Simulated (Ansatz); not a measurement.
**AlPt under changes of volume**

One of the cells (14.774 Å³/atom); the others are scaled copies at fixed shape and fractional positions:

```
Pt Al
1.0
     3.09155    0.00000    0.00000
     0.00000    3.09155    0.00000
     0.00000    0.00000    3.09155
Pt Al
1 1
Cartesian
  1.5458 1.5458 1.5458
  0.0000 0.0000 0.0000
```

Measurements of this composition are mostly on another form, of space group No. 198.

```yaml
Program: Ansatz 0.2.0
Functional: PBEsol
Potentials_or_basis: all-electron LAPW, scalar-relativistic
Cutoff: 249 eV (chosen from the basis error)
Basis_error_allowed: 0.0005 eV/atom
k_mesh: 9 × 9 × 9
Occupations: fermi-dirac, width 0.05 eV
Spin: no spin polarisation
```

```tsv
volume (Å³/atom)	energy over the lowest point (meV/atom)	pressure (GPa)
13.888	?	?
14.183	0.04	2.2
14.478	0.00	-2.0
14.774	7.21	-5.7
15.069	20.87	-9.0
15.365	40.24	-11.9
15.660	64.69	-14.5
```

Problem. What does the run at 13.888 Å³/atom give?

Solution. Energy over the lowest point 8.23 meV/atom; pressure 6.8 GPa.

Worked out: A Birch-Murnaghan fit of order 3 (a polynomial in V^(-2/3)) to the other rows has its minimum at 14.33 Å³/atom with B0 = V·E''(V) = 202 GPa and B' = 4.7. It gives 8.20 meV/atom at 13.888 Å³/atom, against the run's 8.23, and -dE/dV = 6.8 GPa, against 6.8.

Energies are extrapolated to zero smearing.
